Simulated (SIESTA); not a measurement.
Zn under changes of volume

One of the cells (15.451 Å³/atom); the others are scaled copies at fixed shape and fractional positions:

```
CELL_PARAMETERS angstrom
-1.56904 1.56904 1.56904
1.56904 -1.56904 1.56904
1.56904 1.56904 -1.56904
ATOMIC_POSITIONS crystal
Zn 0.00000 0.00000 0.00000
```

This isn't the form of Zn at room conditions, which is hcp.

* Program: SIESTA 5.4.2
* Functional: PBEsol
* Potentials or basis: PseudoDojo 0.4 standard (PBEsol files)
* Basis: DZP (energy shift 0.003 Ry; two zetas on semicore shells)
* Grid cutoff: 800 Ry
* Energy shift: 0.003 Ry
* k mesh: 12 × 12 × 12
* Occupations: fermi-dirac, width 0.05 eV
* Spin: no spin polarisation

```csv
volume (Å³/atom),energy over the lowest point (meV/atom),pressure (GPa)
14.524,0.00,-5.7
14.833,?,?
15.142,25.94,-8.0
15.451,43.51,-9.8
15.760,62.97,-10.3
16.069,83.12,-10.7
16.378,104.34,-11.6
```

What does the run at 14.833 Å³/atom give?

Energy over the lowest point 11.95 meV/atom; pressure -6.6 GPa.

Worked out: A Birch-Murnaghan fit of order 3 (a polynomial in V^(-2/3)) to the other rows has no minimum within the range. It gives 11.16 meV/atom at 14.833 Å³/atom, against the run's 11.95, and -dE/dV = -6.8 GPa, against -6.6.

Energies are extrapolated to zero smearing.

Caveats: short orbitals over semicore shells can move pressures by several GPa; the basis of atomic orbitals isn't converged, which shifts pressures, moduli and gaps.
